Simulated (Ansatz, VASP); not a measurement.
This is a calculation of HfC for Ansatz 0.2.0.

Contents of input.yaml:

```yaml
crystal:
  lattice:
    - [0.0, 2.325, 2.325]
    - [2.325, 0.0, 2.325]
    - [2.325, 2.325, 0.0]
  atoms:
    - { symbol: Hf, position: [0.5, 0.5, 0.5] }
    - { symbol: C, position: [0.0, 0.0, 0.0] }
hamiltonian:
  xc: pbesol
  pseudopotentials: { kind: paw }
  dispersion: d3bj
kpoints:
  mp_grid: { grid: [10, 10, 10] }
scf:
  occupations: { method: fermi_dirac, width: 0.05 }
output:
  forces: true
  stress: true
relax:
  f_tol: 0.01
  max_steps: 40
  cell: { stress_tol: 0.05 }
```

Potentials or basis: Ansatz PAW.

Run with:

```bash
$ ansatz run input.yaml --threads 2 --pin off --max-ram 5632MiB --backend cpu --events-out ev --progress --plain --runs-dir out
```

Task: Translate it to VASP 6.6.1. Potentials there: VASP PAW PBE potentials, release 64 (Hf_pv, C).

Result: As run (the cutoff follows the program's own potentials):

Contents of INCAR:

```
PREC = Accurate ; ENCUT = 600
EDIFF = 1E-7 ; ISMEAR = -1
SIGMA = 0.05 ; LREAL = F
LASPH = T ; NELM = 80
ALGO = Normal ; ISIF = 3
LWAVE = F ; LCHARG = F
GGA = PS ; IVDW = 12
IBRION = 2 ; NSW = 60
EDIFFG = -0.01
```

The input KPOINTS:

```
Automatic mesh
0
Gamma
  10 10 10
```

File POSCAR:

```
HfC
1.0
    0.0000000000      2.3250000000      2.3250000000
    2.3250000000      0.0000000000      2.3250000000
    2.3250000000      2.3250000000      0.0000000000
Hf C
1 1
Direct
    0.5000000000      0.5000000000      0.5000000000
    0.0000000000      0.0000000000      0.0000000000
```

Potentials or basis: VASP PAW PBE potentials, release 64 (Hf_pv, C).

The run is started by

```sh
$ cat potpaw_PBE.64/Hf_pv/POTCAR potpaw_PBE.64/C/POTCAR > POTCAR
$ mpirun -np 1 vasp_std > vasp.out
```

Both were run:

|  | VASP | Ansatz | Ansatz less VASP |
| --- | --- | --- | --- |
| relaxed volume (Å³/atom) | 11.97 | 11.98 | +0.013 |
| relaxed cell length with the largest relative difference (Å) | 3.235 | 3.236 | +0.0011 |
| energy change over the relaxation (meV/atom) | -23 | -21 | +1.6 |

The two sets of potentials don't hold the same shells in valence.

Caveats: the PAW data sets were made with another functional, which shifts forces and pressure a little (VASP); pairwise dispersion overbinds metals, which lowers pressure and volume (VASP); the plane-wave basis is chosen anew once the cell has moved, so the energies of steps on either side of that aren't comparable (Ansatz); the PAW data sets come from PBE, with cores solved anew for the run's functional, which leaves a small shift of forces and pressure (Ansatz). Spin-orbit coupling is left out, which matters for the levels of Hf.
